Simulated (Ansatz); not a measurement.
Write the native input for Ansatz 0.2.0 that does the following.

```yaml
Task: relaxation of cell and atoms
Functional: PBEsol
Potentials_or_basis: Ansatz PAW
Cutoff: "420 eV (not typed: the program's choice for these potentials)"
k_mesh: 8 × 8 × 6
Occupations: fermi-dirac, width 0.05 eV
Spin: no spin polarisation
Target_pressure: 5 GPa
Target_pressure_GPa: 5
```

Al3Cu2:

```
CELL_PARAMETERS angstrom
4.09195 0.00000 0.00000
-2.04598 3.54373 0.00000
0.00000 0.00000 4.99278
ATOMIC_POSITIONS crystal
Cu 0.66667 0.33333 0.16049
Cu 0.33333 0.66667 0.83951
Al 0.66667 0.33333 0.65007
Al 0.33333 0.66667 0.34993
Al 0.00000 0.00000 0.00000
```

The cell comes from a database or a generator and needn't be the stable form of this composition.

The input as run:

input.yaml

```yaml
crystal:
  lattice:
    - [4.0919516368, 0.0, 0.0]
    - [-2.0459758184, 3.5437340685, 0.0]
    - [0.0, 0.0, 4.9927787]
  atoms:
    - { symbol: Cu, position: [0.6666666667, 0.3333333333, 0.16048787] }
    - { symbol: Cu, position: [0.3333333333, 0.6666666667, 0.83951213] }
    - { symbol: Al, position: [0.6666666667, 0.3333333333, 0.65007465] }
    - { symbol: Al, position: [0.3333333333, 0.6666666667, 0.34992535] }
    - { symbol: Al, position: [0.0, 0.0, 0.0] }
hamiltonian:
  xc: pbesol
  pseudopotentials: { kind: paw }
kpoints:
  mp_grid: { grid: [8, 8, 6] }
scf:
  occupations: { method: fermi_dirac, width: 0.05 }
output:
  forces: true
  stress: true
  eigenvalues: true
relax:
  f_tol: 0.01
  max_steps: 40
  cell: { stress_tol: 0.05, p_target: 5.0 }
```

Potentials or basis: Ansatz PAW.

Command:

```console
$ ansatz run input.yaml --threads 2 --pin off --max-ram 5632MiB --backend cpu --events-out ev --progress --plain --runs-dir out
```

It gave:

```
Relaxed volume                                         : 13.93 Å³/atom
Relaxed cell                                           : a = 4.042 Å, b = 4.042 Å, c = 4.921 Å, α = 90.00°, β = 90.00°, γ = 120.00°
Space group after relaxing (to 0.05 Å)                 : P-3m1 (No. 164)
Energy change on relaxing (the enthalpy is what falls) : +8.3 meV/atom
Ionic steps                                            : 6
Pressure after relaxing                                : 5.0 GPa
Band gap on the k mesh                                 : none (metal or under the smearing width)
```

Caveat: the plane-wave basis is chosen anew once the cell has moved, so the energies of steps on either side of that aren't comparable; the PAW data sets come from PBE, with cores solved anew for the run's functional, which leaves a small shift of forces and pressure.

Run time: 17 s on 2 threads of Arm Neoverse V2, on a shared host, peak memory 0.4 GiB.
